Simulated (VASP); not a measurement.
# Al (Fm-3m) in VASP: a series of runs

The runs below take Al through relaxation of the atoms, with PBEsol.

All numbers are computed with VASP 6.6.1; they aren't measurements. Logs are shortened: lines on timing, memory, paths and dates and some standing lists are left out, and cuts for length are marked.

## 1. The crystal as given

The structure is cubic, space group Fm-3m (No. 225). Conventional cell: a = 4.016 Å, b = 4.016 Å, c = 4.016 Å, α = 90.00°, β = 90.00°, γ = 90.00°. Al (site symmetry m-3m) is surrounded by 12 Al at 2.84 Å.

## 2. Relaxation of the atoms, PBEsol (a relaxed cell with its volume scaled by 0.94)

Contents of INCAR:

```
SYSTEM = Al
PREC = Accurate
ENCUT = 600
EDIFF = 1E-7
ISMEAR = 1
SIGMA = 0.1
LREAL = .False.
LASPH = .True.
NELM = 80
ALGO = Normal
ISIF = 2
LWAVE = .False.
LCHARG = .False.
GGA = PS
IBRION = 2
NSW = 40
EDIFFG = -0.01
```

Contents of KPOINTS:

```
Automatic mesh
0
Gamma
  16 16 16
  0 0 0
```

Contents of POSCAR:

```
Al                                      
1.0
    0.0000000000      1.9668343833      1.9668343833
    1.9668343833      0.0000000000      1.9668343833
    1.9668343833      1.9668343833      0.0000000000
  Al            
     1
Direct
     0.0000000000000000    0.0000000000000000    0.0000000000000000
```

Potentials or basis: VASP PAW PBE potentials, release 64 (Al).

The run is started by

```bash
$ cat potpaw_PBE.64/Al/POTCAR > POTCAR
$ mpirun -np 1 vasp_std > vasp.out
```

OUTCAR:

```text
SYSTEM = Al
   PREC = Accurate
   ENCUT = 600
   EDIFF = 1E-7
   ISMEAR = 1
   LREAL = .False.
   LASPH = .True.
   NELM = 80
   ISIF = 2
   GGA = PS
   IBRION = 2
   NSW = 40
   EDIFFG = -0.01

 ion  position               nearest neighbor table
   1  0.000  0.000  0.000-

  LATTYP: Found a face centered cubic cell.
 ALAT       =     3.9336687666

  Lattice vectors:

 A1 = (   0.0000000000,   1.9668343833,   1.9668343833)
 A2 = (   1.9668343833,   0.0000000000,   1.9668343833)
 A3 = (   1.9668343833,   1.9668343833,   0.0000000000)

Analysis of symmetry for initial positions (statically):
=====================================================================
 Subroutine PRICEL returns:
 Original cell was already a primitive cell.

 Routine SETGRP: Setting up the symmetry group for a
 face centered cubic supercell.

 Subroutine GETGRP returns: Found 48 space group operations
 (whereof 48 operations were pure point group operations)
 out of a pool of 48 trial point group operations.

The static configuration has the point symmetry O_h .

Analysis of symmetry for dynamics (positions and initial velocities):
=====================================================================
 Subroutine PRICEL returns:
 Original cell was already a primitive cell.

 Routine SETGRP: Setting up the symmetry group for a
 face centered cubic supercell.

 Subroutine GETGRP returns: Found 48 space group operations
 (whereof 48 operations were pure point group operations)
 out of a pool of 48 trial point group operations.

The dynamic configuration has the point symmetry O_h .

 Subroutine INISYM returns: Found 48 space group operations
 (whereof 48 operations are pure point group operations),
 and found     1 'primitive' translations

----------------------------------------------------------------------------------------

                                     Primitive cell

  volume of cell :      15.2172

  direct lattice vectors                    reciprocal lattice vectors
     0.000000000  1.966834383  1.966834383    -0.254215609  0.254215609  0.254215609
     1.966834383  0.000000000  1.966834383     0.254215609 -0.254215609  0.254215609
     1.966834383  1.966834383  0.000000000     0.254215609  0.254215609 -0.254215609

  length of vectors
     2.781523860  2.781523860  2.781523860     0.440314350  0.440314350  0.440314350

  position of ions in fractional coordinates (direct lattice)
     0.000000000  0.000000000  0.000000000

  ion indices of the primitive-cell ions
   primitive index   ion index
                 1           1

----------------------------------------------------------------------------------------

 KPOINTS: Automatic mesh

Automatic generation of k-mesh.
 Grid dimensions read from file:
 generate k-points for:   16   16   16

 Generating k-lattice:

  Cartesian coordinates                     Fractional coordinates (reciprocal lattice)
    -0.015888476  0.015888476  0.015888476     0.062500000  0.000000000  0.000000000
     0.015888476 -0.015888476  0.015888476     0.000000000  0.062500000  0.000000000
     0.015888476  0.015888476 -0.015888476     0.000000000  0.000000000  0.062500000

  Length of vectors
     0.027519647  0.027519647  0.027519647

  Shift w.r.t. Gamma in fractional coordinates (k-lattice)
     0.000000000  0.000000000  0.000000000

 Subroutine IBZKPT returns following result:
 ===========================================

 Found    145 irreducible k-points:

 Following reciprocal coordinates:
            Coordinates               Weight
  0.000000  0.000000  0.000000      1.000000
  0.062500  0.000000  0.000000      8.000000
  0.125000  0.000000  0.000000      8.000000
  0.187500  0.000000  0.000000      8.000000
  0.250000  0.000000  0.000000      8.000000
  0.312500  0.000000  0.000000      8.000000
[... 16 lines left out ...]
 -0.125000  0.062500  0.000000     24.000000
 -0.062500  0.062500  0.000000     12.000000
 [... further k-points ...]
   k-points           NKPTS =    145   k-points in BZ     NKDIM =    145   number of bands    NBANDS=      5
   number of dos      NEDOS =    301   number of ions     NIONS =      1
   total plane-waves  NPLWV =  13824
   dimension x,y,z NGX =    24 NGY =   24 NGZ =   24
   dimension x,y,z NGXF=    48 NGYF=   48 NGZF=   48
   ions per type =               1
   NGX,Y,Z   is equivalent  to a cutoff of  14.34, 14.34, 14.34 a.u.
   NGXF,Y,Z  is equivalent  to a cutoff of  28.69, 28.69, 28.69 a.u.
 SYSTEM =  Al
   PREC   = accura    normal or accurate (medium, high low for compatibility)
   ISTART =      0    job   : 0-new  1-cont  2-samecut
   ICHARG =      2    charge: 1-file 2-atom 10-const
   ISPIN  =      1    spin polarized calculation?
   LNONCOLLINEAR =      F non collinear calculations
   LSORBIT =      F    spin-orbit coupling
   LASPH  =      T    aspherical Exc in radial PAW
   ENCUT  =  600.0 eV  44.10 Ry    6.64 a.u.   5.56  5.56  5.56*2*pi/ulx,y,z
   NELM   =     80;   NELMIN=  2; NELMDL= -5     # of ELM steps
   EDIFF  = 0.1E-06   stopping-criterion for ELM
   LREAL  =      F    real-space projection
   EDIFFG = -.1E-01   stopping-criterion for IOM
   NSW    =     40    number of steps for IOM
   IBRION =      2    ionic relax: 0-MD 1-quasi-New 2-CG
   NFREE  =      1    steps in history (QN), initial steepest desc. (CG)
   ISIF   =      2    stress and relaxation
   ISYM   =      2    0-nonsym 1-usesym 2-fastsym
   POTIM  = 0.5000    time-step for ionic-motion
   TEBEG  =    0.0;   TEEND  =   0.0 temperature during run
   PSTRESS=    0.0 pullay stress
   NELECT =       3.0000    total number of electrons
   NUPDOWN=      -1.0000    fix difference up-down
   EMIN   =  10.00;   EMAX   =-10.00  energy-range for DOS
   EFERMI =   0.00;   METHOD = LEGACY
   ISMEAR =     1;   SIGMA  =   0.10  broadening in eV -4-tet -1-fermi 0-gaus
   EFERMI_NEDOS =   21; number of points for ismear=-14 and -15
   IALGO  =     38    algorithm
   IMIX   =      4    mixing-type and parameters
     AMIX     =   0.40;   BMIX     =  1.00
     AMIX_MAG =   1.60;   BMIX_MAG =  1.00
  volume/ion in A,a.u.               =      15.22       102.69
  Fermi-wavevector in a.u.,A,eV,Ry     =   0.952805  1.800541 12.351883  0.907838
  Thomas-Fermi vector in A             =   2.081402
   LORBIT       =      0    0 simple, 1 ext, 2 COOP (PROOUT), +10 PAW based schemes
   GGA     = PS    functional components
   LHFCALC =     F    Hartree Fock is set to
   AEXX    =    0.0000 exact exchange contribution
   IVDW    =     0    specifies the selected vdW correction
   LEPSILON=     F    determine dielectric tensor
   LRPA    =     F    only Hartree local field effects (RPA)
 conjugate gradient relaxation of ions
 non-spin polarized calculation
 Methfessel and Paxton  Order N= 1 SIGMA  =   0.10
  energy-cutoff  :      600.00
  volume of cell :       15.22
 maximum number of plane-waves:       531
 NGX is ok and might be reduce to    24
   NGX = 11   NGY = 11   NGZ = 11

 number of electron       3.0000000 magnetization

 Free energy of the ion-electron system (eV)
  ---------------------------------------------------
  ext. energy  EPLUGINS =         0.00000000
  ---------------------------------------------------
  free energy    TOTEN  =        -4.08081179 eV

  energy without entropy =       -4.08098772  energy(sigma->0) =       -4.08087043

 E-fermi :   8.8326     XC(G=0): -10.5556

 val. band max:        8.8262953175   @ k =  -0.2500   0.5000   0.2500
 cond. band min:       8.9469189595   @ k =   0.5000   0.2500   0.1250
 fundamental gap:      0.1206236420
 Fermi energy:         8.8326013279

 k-point     1 :       0.0000    0.0000    0.0000
  band No.  band energies     occupation
      1      -2.8821      2.00000
      2      21.8686      0.00000
      3      21.8686      0.00000
      4      21.8686      0.00000
      5      23.9950      0.00000

 k-point     2 :       0.0625    0.0000    0.0000
  band No.  band energies     occupation
      1      -2.7701      2.00000
      2      20.1187      0.00000
      3      21.5679      0.00000
      4      21.5679      0.00000
      5      24.4658      0.00000

 k-point     3 :       0.1250    0.0000    0.0000
  band No.  band energies     occupation
      1      -2.4347      2.00000
      2      17.5092      0.00000
      3      21.0454      0.00000
      4      21.0454      0.00000
      5      24.3788      0.00000

 k-point     4 :       0.1875    0.0000    0.0000
  band No.  band energies     occupation
      1      -1.8776      2.00000
      2      14.9055      0.00000
      3      20.5964      0.00000
      4      20.5964      0.00000
      5      24.1348      0.00000

 k-point     5 :       0.2500    0.0000    0.0000
  band No.  band energies     occupation
      1      -1.1017      2.00000
      2      12.4172      0.00000
      3      20.2945      0.00000
      4      20.2945      0.00000
      5      23.9385      0.00000

 k-point     6 :       0.3125    0.0000    0.0000
  band No.  band energies     occupation
      1      -0.1110      2.00000
      2      10.0804     -0.00000
      3      20.1601      0.00000
      4      20.1601      0.00000
      5      23.2277      0.00000
[... 113 lines left out ...]
 k-point    21 :      -0.2500    0.0625    0.0000
  band No.  band energies     occupation
      1      -0.6972      2.00000
      2      11.6987      0.00000
      3      18.2317      0.00000
      4      21.6451      0.00000
      5      22.7158      0.00000

 k-point    22 :      -0.1875    0.0625    0.0000
  band No.  band energies     occupation
      1      -1.5445      2.00000
      2      14.1226      0.00000
      3      18.5153      0.00000
      4      21.8526      0.00000
      5      23.9593      0.00000

 k-point    23 :      -0.1250    0.0625    0.0000
  band No.  band energies     occupation
      1      -2.1744      2.00000
      2      16.6453      0.00000
      3      19.0015      0.00000
      4      22.1274      0.00000
      5      24.7835      0.00000

 k-point    24 :      -0.0625    0.0625    0.0000
  band No.  band energies     occupation
      1      -2.5836      2.00000
      2      18.9767      0.00000
      3      19.8727      0.00000
      4      22.1594      0.00000
      5      24.1957      0.00000

 [... further k-points ...]
[... 5 lines left out ...]
  --------------------------------------------------------------------------------------
  -------------------------------------------------------------------------------------
  Total        0.5628209      0.5628209      0.5628209     -0.0000000     -0.0000000      0.0000000
  in kB       59.2580567     59.2580567     59.2580567     -0.0000000     -0.0000000      0.0000000
  external PRESSURE =      59.2580567 kB  Pullay stress =       0.0000000 kB

 VOLUME and BASIS-vectors are now :
 -----------------------------------------------------------------------------
  energy-cutoff  :      600.00
  volume of cell :       15.22
      direct lattice vectors                 reciprocal lattice vectors
     0.000000000  1.966834383  1.966834383    -0.254215609  0.254215609  0.254215609
     1.966834383  0.000000000  1.966834383     0.254215609 -0.254215609  0.254215609
     1.966834383  1.966834383  0.000000000     0.254215609  0.254215609 -0.254215609

 POSITION                                       TOTAL-FORCE (eV/Angst)
 -----------------------------------------------------------------------------------
      0.00000      0.00000      0.00000         0.000000     -0.000000      0.000000
 -----------------------------------------------------------------------------------
    total drift:                               -0.000000      0.000000      0.000000

  FREE ENERGIE OF THE ION-ELECTRON SYSTEM (eV)
  ---------------------------------------------------
  free  energy   TOTEN  =        -4.0808117889 eV

  energy  without entropy=       -4.0809877233  energy(sigma->0) =       -4.08087043

 reached required accuracy - stopping structural energy minimisation
```

It took 3.8 s on 1 thread of Intel Xeon 6975P-C (Granite Rapids), shared host; peak memory 0.14 GiB.

Results:

```yaml
Free_energy: -4.0808 eV
Pressure_after_relaxing: 5.9 GPa
Band_gap_on_the_k_mesh: none (metal or under the smearing width)
```

Final structure:
```
CELL_PARAMETERS angstrom
0.00000 1.96683 1.96683
1.96683 0.00000 1.96683
1.96683 1.96683 0.00000
ATOMIC_POSITIONS crystal
Al 0.00000 0.00000 0.00000
```

Levels at points of the mesh, in eV from the Fermi level:
```
           k point  band 1  band 2  band 3  band 4
(0.00, 0.00, 0.00)  -11.71   13.04   13.04   13.04
(0.50, 0.00, 0.00)   -4.93   -4.50   11.80   11.80
(0.50, 0.50, 0.00)   -3.13   -1.65    5.25    5.96
```

Caveat: the relaxation stopped at its first step, so nothing moved; the PAW data sets were made with another functional, which shifts forces and pressure a little.

## 3. Relaxation of the atoms, PBEsol (a relaxed cell with its volume scaled by 0.96)

INCAR is that of step 2.

KPOINTS is that of step 2.

Contents of POSCAR:

```
Al                                      
1.0
    0.0000000000      1.9806857861      1.9806857861
    1.9806857861      0.0000000000      1.9806857861
    1.9806857861      1.9806857861      0.0000000000
  Al            
     1
Direct
     0.0000000000000000    0.0000000000000000    0.0000000000000000
```

Potentials or basis: VASP PAW PBE potentials, release 64 (Al).

The run is started by

```bash
$ cat potpaw_PBE.64/Al/POTCAR > POTCAR
$ mpirun -np 1 vasp_std > vasp.out
```

Wall time 3.9 s (1 thread of Intel Xeon 6975P-C (Granite Rapids), shared host); peak memory 0.13 GiB.

Results (log left out):

| Quantity | Value |
| --- | --- |
| Free energy | -4.0906 eV |
| Pressure after relaxing | 3.8 GPa |
| Band gap on the k mesh | none (metal or under the smearing width) |

Final structure:
```
Al
1.0
     0.00000    1.98069    1.98069
     1.98069    0.00000    1.98069
     1.98069    1.98069    0.00000
Al
1
Direct
  0.00000 0.00000 0.00000
```

Levels at points of the mesh, in eV from the Fermi level:
```tsv
k point	band 1	band 2	band 3	band 4	band 5
(0.00, 0.00, 0.00)	-11.57	12.91	12.91	12.91	14.87
(0.50, 0.00, 0.00)	-4.85	-4.48	11.70	11.70	12.03
(0.50, 0.50, 0.00)	-3.08	-1.64	5.25	5.86	5.86
```

Caveat: the relaxation stopped at its first step, so nothing moved; the PAW data sets were made with another functional, which shifts forces and pressure a little.

(Continued in part 2 of 2.)
